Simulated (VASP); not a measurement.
# InAs (Fm-3m) in VASP: notebook

Runs on InAs. Level: PBE. Tasks: single point.

Everything below comes from runs of VASP 6.6.1. Logs are shortened: lines on timing, memory, paths and dates and some standing lists are left out, and cuts for length are marked.

## (1) The structure

It takes space group Fm-3m (No. 225, cubic). Conventional cell: a = 5.751 Å, b = 5.751 Å, c = 5.751 Å, α = 90.00°, β = 90.00°, γ = 90.00°. Around In (site symmetry m-3m) lie 6 As at 2.88 Å. As (site symmetry m-3m) is surrounded by 6 In at 2.88 Å.

Measurements of this composition are mostly on another form, of space group No. 216.

## (2) Single point, PBE

INCAR reads:

```
SYSTEM = InAs
PREC     = Accurate       ! precision mode
ENCUT    = 520            ! plane-wave cutoff, eV
EDIFF    = 1E-6           ! SCF threshold, eV
ISMEAR   = 0              ! smearing method
SIGMA    = 0.15           ! smearing width, eV
LREAL    = .FALSE.        ! projectors in reciprocal space
LASPH    = .TRUE.         ! aspherical terms in the spheres
NELM     = 100            ! most SCF steps
ALGO     = Fast           ! electronic algorithm
ISIF     = 2              ! what is computed and relaxed
LWAVE    = .FALSE.        ! write WAVECAR
LCHARG   = .FALSE.        ! write CHGCAR
GGA      = PE             ! functional
NBANDS   = 16             ! bands
```

KPOINTS reads:

```
regular mesh
0
G
  18 18 18
  0 0 0
```

POSCAR reads:

```
InAs
1.0
    0.0000000000      2.8752816624      2.8752816624
    2.8752816624      0.0000000000      2.8752816624
    2.8752816624      2.8752816624      0.0000000000
In As
1 1
Direct
    0.5000000000      0.5000000000      0.5000000000
    0.0000000000      0.0000000000      0.0000000000
```

Potentials or basis: VASP PAW PBE potentials, release 64 (In_d, As).

Run with:

```sh
> cat potpaw_PBE.64/In_d/POTCAR potpaw_PBE.64/As/POTCAR > POTCAR
> mpirun -np 1 vasp_std > vasp.out
```

OUTCAR:

```text
SYSTEM = InAs
   PREC = Accurate
   ENCUT = 520
   EDIFF = 1E-6
   ISMEAR = 0
   LREAL = .FALSE.
   LASPH = .TRUE.
   NELM = 100
   ISIF = 2
   GGA = PE

 ion  position               nearest neighbor table
   1  0.500  0.500  0.500-   2 2.88   2 2.88   2 2.88   2 2.88   2 2.88   2 2.88
   2  0.000  0.000  0.000-   1 2.88   1 2.88   1 2.88   1 2.88   1 2.88   1 2.88

  LATTYP: Found a face centered cubic cell.
 ALAT       =     5.7505633248

  Lattice vectors:

 A1 = (   0.0000000000,   2.8752816624,   2.8752816624)
 A2 = (   2.8752816624,   0.0000000000,   2.8752816624)
 A3 = (   2.8752816624,   2.8752816624,   0.0000000000)

Analysis of symmetry for initial positions (statically):
=====================================================================
 Subroutine PRICEL returns:
 Original cell was already a primitive cell.

 Routine SETGRP: Setting up the symmetry group for a
 face centered cubic supercell.

 Subroutine GETGRP returns: Found 48 space group operations
 (whereof 48 operations were pure point group operations)
 out of a pool of 48 trial point group operations.

The static configuration has the point symmetry O_h .

Analysis of symmetry for dynamics (positions and initial velocities):
=====================================================================
 Subroutine PRICEL returns:
 Original cell was already a primitive cell.

 Routine SETGRP: Setting up the symmetry group for a
 face centered cubic supercell.

 Subroutine GETGRP returns: Found 48 space group operations
 (whereof 48 operations were pure point group operations)
 out of a pool of 48 trial point group operations.

The dynamic configuration has the point symmetry O_h .

 Subroutine INISYM returns: Found 48 space group operations
 (whereof 48 operations are pure point group operations),
 and found     1 'primitive' translations

----------------------------------------------------------------------------------------

                                     Primitive cell

  volume of cell :      47.5413

  direct lattice vectors                    reciprocal lattice vectors
     0.000000000  2.875281662  2.875281662    -0.173896007  0.173896007  0.173896007
     2.875281662  0.000000000  2.875281662     0.173896007 -0.173896007  0.173896007
     2.875281662  2.875281662  0.000000000     0.173896007  0.173896007 -0.173896007

  length of vectors
     4.066262323  4.066262323  4.066262323     0.301196719  0.301196719  0.301196719

  position of ions in fractional coordinates (direct lattice)
     0.500000000  0.500000000  0.500000000
     0.000000000  0.000000000  0.000000000

  ion indices of the primitive-cell ions
[... 79 lines left out ...]
   IBRION =     -1    ionic relax: 0-MD 1-quasi-New 2-CG
   NFREE  =      0    steps in history (QN), initial steepest desc. (CG)
   ISIF   =      2    stress and relaxation
   ISYM   =      2    0-nonsym 1-usesym 2-fastsym
   POTIM  = 0.5000    time-step for ionic-motion
   TEBEG  =    0.0;   TEEND  =   0.0 temperature during run
   PSTRESS=    0.0 pullay stress
   NELECT =      18.0000    total number of electrons
   NUPDOWN=      -1.0000    fix difference up-down
   EMIN   =  10.00;   EMAX   =-10.00  energy-range for DOS
   EFERMI =   0.00;   METHOD = LEGACY
   ISMEAR =     0;   SIGMA  =   0.15  broadening in eV -4-tet -1-fermi 0-gaus
   EFERMI_NEDOS =   21; number of points for ismear=-14 and -15
   IALGO  =     68    algorithm
   IMIX   =      4    mixing-type and parameters
     AMIX     =   0.40;   BMIX     =  1.00
     AMIX_MAG =   1.60;   BMIX_MAG =  1.00
  volume/ion in A,a.u.               =      23.77       160.41
  Fermi-wavevector in a.u.,A,eV,Ry     =   1.184337  2.238072 19.084266  1.402654
  Thomas-Fermi vector in A             =   2.320553
   LORBIT       =      0    0 simple, 1 ext, 2 COOP (PROOUT), +10 PAW based schemes
   GGA     = PE    functional components
   LHFCALC =     F    Hartree Fock is set to
   AEXX    =    0.0000 exact exchange contribution
   IVDW    =     0    specifies the selected vdW correction
   LEPSILON=     F    determine dielectric tensor
   LRPA    =     F    only Hartree local field effects (RPA)
 non-spin polarized calculation
 RMM-DIIS sequential band-by-band and
 Gauss-broadening in eV      SIGMA  =   0.15
  energy-cutoff  :      520.00
  volume of cell :       47.54
 maximum number of plane-waves:      1303
   NGX = 15   NGY = 15   NGZ = 15

 number of electron      18.0000001 magnetization

 Free energy of the ion-electron system (eV)
  ---------------------------------------------------
  ext. energy  EPLUGINS =         0.00000000
  ---------------------------------------------------
  free energy    TOTEN  =        -7.32741131 eV

  energy without entropy =       -7.31335977  energy(sigma->0) =       -7.32038554

 E-fermi :   5.9488     XC(G=0): -10.1060

 val. band max:        5.9441988302   @ k =  -0.1111   0.0556   0.0000
 cond. band min:       5.9647053578   @ k =   0.2778   0.1111   0.0556
 fundamental gap:      0.0205065276
 Fermi energy:         5.9487757427

 k-point     1 :       0.0000    0.0000    0.0000
  band No.  band energies     occupation
      1      -8.3846      2.00000
      2      -8.3846      2.00000
      3      -8.3644      2.00000
      4      -8.3644      2.00000
      5      -8.3644      2.00000
      6      -6.1609      2.00000
[... 433 lines left out ...]
      3      -8.3658      2.00000
      4      -8.3424      2.00000
      5      -8.3364      2.00000
      6      -5.5282      2.00000
[... 8 lines left out ...]
     15      14.2060      0.00000
     16      15.2823      0.00000

 [... further k-points ...]

------------------------ aborting loop because EDIFF is reached ----------------------------------------

  FORCE on cell =-STRESS in cart. coord.  units (eV):
  Direction    XX          YY          ZZ          XY          YZ          ZX
  --------------------------------------------------------------------------------------
  -------------------------------------------------------------------------------------
  Total        0.0266910      0.0266910      0.0266910      0.0000000      0.0000000     -0.0000000
  in kB        0.8995057      0.8995057      0.8995057      0.0000000      0.0000000     -0.0000000
  external PRESSURE =       0.8995057 kB  Pullay stress =       0.0000000 kB

 VOLUME and BASIS-vectors are now :
 -----------------------------------------------------------------------------
  energy-cutoff  :      520.00
  volume of cell :       47.54
      direct lattice vectors                 reciprocal lattice vectors
     0.000000000  2.875281662  2.875281662    -0.173896007  0.173896007  0.173896007
     2.875281662  0.000000000  2.875281662     0.173896007 -0.173896007  0.173896007
     2.875281662  2.875281662  0.000000000     0.173896007  0.173896007 -0.173896007

 POSITION                                       TOTAL-FORCE (eV/Angst)
 -----------------------------------------------------------------------------------
      2.87528      2.87528      2.87528         0.000000     -0.000000      0.000000
      0.00000      0.00000      0.00000        -0.000000      0.000000     -0.000000
 -----------------------------------------------------------------------------------
    total drift:                                0.000000      0.000000      0.000000

  FREE ENERGIE OF THE ION-ELECTRON SYSTEM (eV)
  ---------------------------------------------------
  free  energy   TOTEN  =        -7.3274113079 eV

  energy  without entropy=       -7.3133597664  energy(sigma->0) =       -7.32038554
```

stdout:

```text
POSCAR found type information on POSCAR InAs
 POSCAR found :  2 types and       2 ions
 scaLAPACK will be used
 LDA part: xc-table for (Slater+PW92), standard interpolation
 POSCAR, INCAR and KPOINTS ok, starting setup
 FFT: planning ... GRIDC
 FFT: planning ... GRID_SOFT
 FFT: planning ... GRID
 WAVECAR not read
 entering main loop
```

It took 3.3 min on 1 thread of AMD EPYC 7R43 (Zen 3), shared host; peak memory 0.24 GiB.

Results:

```yaml
Free_energy: -7.3274 eV
Pressure: 0.1 GPa
Band_gap_on_the_k_mesh: none (metal or under the smearing width)
```

Levels at points of the mesh, in eV from the Fermi level:
```
           k point  band 7  band 8  band 9  band 10  band 11  band 12
(0.00, 0.00, 0.00)   -0.65   -0.20   -0.20    -0.20     7.17     7.17
(0.50, 0.00, 0.00)   -6.52    0.18    0.18     2.13     3.27     3.27
(0.50, 0.50, 0.00)   -4.71   -2.93   -2.23    -2.23     3.87     9.20
```

## (3) Single point, PBE

This run uses another cell than the first one, of 23.82 Å³/atom, 1.002 times its volume.

INCAR reads:

```
ALGO = Normal
EDIFF = 1E-6
ENCUT = 520
GGA = PE
ISIF = 2
ISMEAR = 0
LASPH = True
LCHARG = False
LREAL = False
LWAVE = False
NBANDS = 16
NELM = 100
PREC = Accurate
SIGMA = 0.1
```

KPOINTS reads:

```
k-points
0
Gamma
  6 6 6
```

POSCAR reads:

```
InAs
1.0
    0.0000000000      2.8773040000      2.8773040000
    2.8773040000      0.0000000000      2.8773040000
    2.8773040000      2.8773040000      0.0000000000
In As
1 1
Direct
    0.5000000000      0.5000000000      0.5000000000
    0.0000000000      0.0000000000      0.0000000000
```

Potentials or basis: VASP PAW PBE potentials, release 64 (In_d, As).

Run with:

```sh
> cat potpaw_PBE.64/In_d/POTCAR potpaw_PBE.64/As/POTCAR > POTCAR
> mpirun -np 1 vasp_std > vasp.out
```

OUTCAR:

```text
EDIFF = 1E-6
   ENCUT = 520
   GGA = PE
   ISIF = 2
   ISMEAR = 0
   LASPH = True
   LREAL = False
   NELM = 100
   PREC = Accurate

 ion  position               nearest neighbor table
   1  0.500  0.500  0.500-   2 2.88   2 2.88   2 2.88   2 2.88   2 2.88   2 2.88
   2  0.000  0.000  0.000-   1 2.88   1 2.88   1 2.88   1 2.88   1 2.88   1 2.88

  LATTYP: Found a face centered cubic cell.
 ALAT       =     5.7546080000

  Lattice vectors:

 A1 = (   0.0000000000,   2.8773040000,   2.8773040000)
 A2 = (   2.8773040000,   0.0000000000,   2.8773040000)
 A3 = (   2.8773040000,   2.8773040000,   0.0000000000)

Analysis of symmetry for initial positions (statically):
=====================================================================
 Subroutine PRICEL returns:
 Original cell was already a primitive cell.

 Routine SETGRP: Setting up the symmetry group for a
 face centered cubic supercell.

 Subroutine GETGRP returns: Found 48 space group operations
 (whereof 48 operations were pure point group operations)
 out of a pool of 48 trial point group operations.

The static configuration has the point symmetry O_h .

Analysis of symmetry for dynamics (positions and initial velocities):
=====================================================================
 Subroutine PRICEL returns:
 Original cell was already a primitive cell.

 Routine SETGRP: Setting up the symmetry group for a
 face centered cubic supercell.

 Subroutine GETGRP returns: Found 48 space group operations
 (whereof 48 operations were pure point group operations)
 out of a pool of 48 trial point group operations.

The dynamic configuration has the point symmetry O_h .

 Subroutine INISYM returns: Found 48 space group operations
 (whereof 48 operations are pure point group operations),
 and found     1 'primitive' translations

----------------------------------------------------------------------------------------

                                     Primitive cell

  volume of cell :      47.6417

  direct lattice vectors                    reciprocal lattice vectors
     0.000000000  2.877304000  2.877304000    -0.173773783  0.173773783  0.173773783
     2.877304000  0.000000000  2.877304000     0.173773783 -0.173773783  0.173773783
     2.877304000  2.877304000  0.000000000     0.173773783  0.173773783 -0.173773783

  length of vectors
     4.069122340  4.069122340  4.069122340     0.300985021  0.300985021  0.300985021

  position of ions in fractional coordinates (direct lattice)
     0.500000000  0.500000000  0.500000000
     0.000000000  0.000000000  0.000000000

  ion indices of the primitive-cell ions
   primitive index   ion index
                 1           1
                 2           2

----------------------------------------------------------------------------------------

 KPOINTS: k-points

Automatic generation of k-mesh.
 Grid dimensions read from file:
 generate k-points for:    6    6    6

 Generating k-lattice:

  Cartesian coordinates                     Fractional coordinates (reciprocal lattice)
    -0.028962297  0.028962297  0.028962297     0.166666667  0.000000000  0.000000000
     0.028962297 -0.028962297  0.028962297     0.000000000  0.166666667  0.000000000
     0.028962297  0.028962297 -0.028962297     0.000000000  0.000000000  0.166666667

  Length of vectors
     0.050164170  0.050164170  0.050164170

  Shift w.r.t. Gamma in fractional coordinates (k-lattice)
     0.000000000  0.000000000  0.000000000

 Subroutine IBZKPT returns following result:
 ===========================================

 Found     16 irreducible k-points:

 Following reciprocal coordinates:
            Coordinates               Weight
  0.000000  0.000000  0.000000      1.000000
  0.166667  0.000000  0.000000      8.000000
  0.333333  0.000000  0.000000      8.000000
  0.500000  0.000000  0.000000      4.000000
  0.166667  0.166667  0.000000      6.000000
  0.333333  0.166667  0.000000     24.000000
[... 8 lines left out ...]
 -0.333333  0.333333  0.166667     24.000000
 -0.333333  0.500000  0.166667     12.000000
   k-points           NKPTS =     16   k-points in BZ     NKDIM =     16   number of bands    NBANDS=     16
   number of dos      NEDOS =    301   number of ions     NIONS =      2
   total plane-waves  NPLWV =  27000
   dimension x,y,z NGX =    30 NGY =   30 NGZ =   30
   dimension x,y,z NGXF=    60 NGYF=   60 NGZF=   60
   ions per type =               1   1
   NGX,Y,Z   is equivalent  to a cutoff of  12.26, 12.26, 12.26 a.u.
   NGXF,Y,Z  is equivalent  to a cutoff of  24.51, 24.51, 24.51 a.u.
 SYSTEM =  unknown system
   PREC   = accura    normal or accurate (medium, high low for compatibility)
   ISTART =      0    job   : 0-new  1-cont  2-samecut
   ICHARG =      2    charge: 1-file 2-atom 10-const
   ISPIN  =      1    spin polarized calculation?
   LNONCOLLINEAR =      F non collinear calculations
   LSORBIT =      F    spin-orbit coupling
   LASPH  =      T    aspherical Exc in radial PAW
   ENCUT  =  520.0 eV  38.22 Ry    6.18 a.u.   7.57  7.57  7.57*2*pi/ulx,y,z
   NELM   =    100;   NELMIN=  2; NELMDL= -5     # of ELM steps
   EDIFF  = 0.1E-05   stopping-criterion for ELM
   LREAL  =      F    real-space projection
   EDIFFG = 0.1E-04   stopping-criterion for IOM
   NSW    =      0    number of steps for IOM
   IBRION =     -1    ionic relax: 0-MD 1-quasi-New 2-CG
   NFREE  =      0    steps in history (QN), initial steepest desc. (CG)
   ISIF   =      2    stress and relaxation
   ISYM   =      2    0-nonsym 1-usesym 2-fastsym
   POTIM  = 0.5000    time-step for ionic-motion
   TEBEG  =    0.0;   TEEND  =   0.0 temperature during run
   PSTRESS=    0.0 pullay stress
   NELECT =      18.0000    total number of electrons
   NUPDOWN=      -1.0000    fix difference up-down
   EMIN   =  10.00;   EMAX   =-10.00  energy-range for DOS
   EFERMI =   0.00;   METHOD = LEGACY
   ISMEAR =     0;   SIGMA  =   0.10  broadening in eV -4-tet -1-fermi 0-gaus
   EFERMI_NEDOS =   21; number of points for ismear=-14 and -15
   IALGO  =     38    algorithm
   IMIX   =      4    mixing-type and parameters
     AMIX     =   0.40;   BMIX     =  1.00
     AMIX_MAG =   1.60;   BMIX_MAG =  1.00
  volume/ion in A,a.u.               =      23.82       160.75
  Fermi-wavevector in a.u.,A,eV,Ry     =   1.183505  2.236499 19.057448  1.400683
  Thomas-Fermi vector in A             =   2.319738
   LORBIT       =      0    0 simple, 1 ext, 2 COOP (PROOUT), +10 PAW based schemes
   GGA     = PE    functional components
   LHFCALC =     F    Hartree Fock is set to
   AEXX    =    0.0000 exact exchange contribution
   IVDW    =     0    specifies the selected vdW correction
   LEPSILON=     F    determine dielectric tensor
   LRPA    =     F    only Hartree local field effects (RPA)
 non-spin polarized calculation
 Gauss-broadening in eV      SIGMA  =   0.10
  energy-cutoff  :      520.00
  volume of cell :       47.64
 maximum number of plane-waves:      1303
   NGX = 15   NGY = 15   NGZ = 15

 number of electron      18.0000002 magnetization

 Free energy of the ion-electron system (eV)
  ---------------------------------------------------
  ext. energy  EPLUGINS =         0.00000000
  ---------------------------------------------------
  free energy    TOTEN  =        -7.34889658 eV

  energy without entropy =       -7.33933348  energy(sigma->0) =       -7.34411503

 E-fermi :   5.9564     XC(G=0): -10.0945

 val. band max:        5.9087504782   @ k =  -0.3333   0.1667   0.0000
 cond. band min:       5.9567483424   @ k =   0.3333   0.0000   0.0000
 fundamental gap:      0.0479978641
 Fermi energy:         5.9564235145

 k-point     1 :       0.0000    0.0000    0.0000
  band No.  band energies     occupation
      1      -8.3944      2.00000
      2      -8.3944      2.00000
      3      -8.3743      2.00000
      4      -8.3743      2.00000
      5      -8.3743      2.00000
      6      -6.1704      2.00000
[... 8 lines left out ...]
     15      13.4147      0.00000
     16      13.4147      0.00000
[... 267 lines left out ...]
 k-point    16 :      -0.3333    0.5000    0.1667
  band No.  band energies     occupation
      1      -8.6050      2.00000
      2      -8.3893      2.00000
      3      -8.3846      2.00000
      4      -8.3273      2.00000
      5      -8.2960      2.00000
      6      -3.6294      2.00000
[... 8 lines left out ...]
     15      17.5350      0.00000
     16      20.0874      0.00000

------------------------ aborting loop because EDIFF is reached ----------------------------------------

  FORCE on cell =-STRESS in cart. coord.  units (eV):
  Direction    XX          YY          ZZ          XY          YZ          ZX
  --------------------------------------------------------------------------------------
  -------------------------------------------------------------------------------------
  Total        0.0295484      0.0295484      0.0295484      0.0000000      0.0000000     -0.0000000
  in kB        0.9937057      0.9937057      0.9937057      0.0000000      0.0000000     -0.0000000
  external PRESSURE =       0.9937057 kB  Pullay stress =       0.0000000 kB

 VOLUME and BASIS-vectors are now :
 -----------------------------------------------------------------------------
  energy-cutoff  :      520.00
  volume of cell :       47.64
      direct lattice vectors                 reciprocal lattice vectors
     0.000000000  2.877304000  2.877304000    -0.173773783  0.173773783  0.173773783
     2.877304000  0.000000000  2.877304000     0.173773783 -0.173773783  0.173773783
     2.877304000  2.877304000  0.000000000     0.173773783  0.173773783 -0.173773783

 POSITION                                       TOTAL-FORCE (eV/Angst)
 -----------------------------------------------------------------------------------
      2.87730      2.87730      2.87730        -0.000000     -0.000000      0.000000
      0.00000      0.00000      0.00000         0.000000      0.000000     -0.000000
 -----------------------------------------------------------------------------------
    total drift:                                0.000000      0.000000      0.000000

  FREE ENERGIE OF THE ION-ELECTRON SYSTEM (eV)
  ---------------------------------------------------
  free  energy   TOTEN  =        -7.3488965792 eV

  energy  without entropy=       -7.3393334767  energy(sigma->0) =       -7.34411503
```

stdout:

```text
POSCAR found type information on POSCAR InAs
 POSCAR found :  2 types and       2 ions
 scaLAPACK will be used
 LDA part: xc-table for (Slater+PW92), standard interpolation
 POSCAR, INCAR and KPOINTS ok, starting setup
 FFT: planning ... GRIDC
 FFT: planning ... GRID_SOFT
 FFT: planning ... GRID
 WAVECAR not read
 entering main loop
```

Wall time 16 s (1 thread of AMD EPYC 7R43 (Zen 3), shared host); peak memory 0.13 GiB.

What came out:

| Property | Result |
| --- | --- |
| Free energy | -7.3489 eV |
| Pressure | 0.1 GPa |
| Band gap on the k mesh | none (metal or under the smearing width) |
